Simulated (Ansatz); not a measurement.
Runs of Ansatz 0.2.0 on C. The structure is cubic, space group Fd-3m (No. 227). Conventional cell: a = 3.567 Å, b = 3.567 Å, c = 3.567 Å, α = 90.00°, β = 90.00°, γ = 90.00°. Around C (site symmetry -43m) lie 4 C at 1.54 Å. This isn't the form of C at room conditions, which is graphite.

```tsv
task	level	potentials or basis	cell	k mesh	cutoff (eV)	smearing	basis error allowed	gap on the mesh (eV)	pressure (GPa)	relaxed volume (Å³/atom)
relaxation of cell and atoms	BLYP	all-electron LAPW, scalar-relativistic	relaxed	13 × 13 × 13	-	fermi-dirac 0.05 eV	0.001 eV/atom	(c)	0.0	5.82
Born charges and dielectric tensor	LDA	all-electron PAW datasets made for the crystal	as given	13 × 13 × 13	600	fixed	-	4.11	-	-
relaxation of cell and atoms	PBEsol+D4	all-electron LAPW, scalar-relativistic	relaxed from: the cell as VASP's run set it	13 × 13 × 13	-	tetrahedron	0.001 eV/atom	4.06	0.0	(a)
single point	HSE06	all-electron PAW datasets made for the crystal	as given	10 × 10 × 10	600	fermi-dirac 0.05 eV	-	5.32	-	-
single point	PBE	all-electron PAW datasets made for the crystal	as given	8 × 8 × 8	540	fermi-dirac 0.05 eV	-	4.14	1.8	-
single point	PBE0	all-electron PAW datasets made for the crystal	as given	10 × 10 × 10	600	fermi-dirac 0.05 eV	-	(b)	-	-
relaxation of cell and atoms	BLYP+D4	all-electron LAPW, scalar-relativistic	relaxed	13 × 13 × 13	-	fermi-dirac 0.05 eV	0.001 eV/atom	4.46	0.0	5.68
single point	PBE	all-electron LAPW, scalar-relativistic	as given	9 × 9 × 9	410	fermi-dirac 0.02 eV	0.002 eV/atom	4.16	1.8	-
```

Alike in all rows: no spin polarisation.

**Question.** Estimate the missing entries.

**Answer.** (a) 5.57; (b) 6.07; (c) 4.40.

Caveats: an odd mesh through Γ misses points on the zone boundary, where band edges often lie (some runs); the program warned that the printed levels may be off, so bands, gaps and densities of states are rough (some runs).

Not every run made on this cell is shown here.
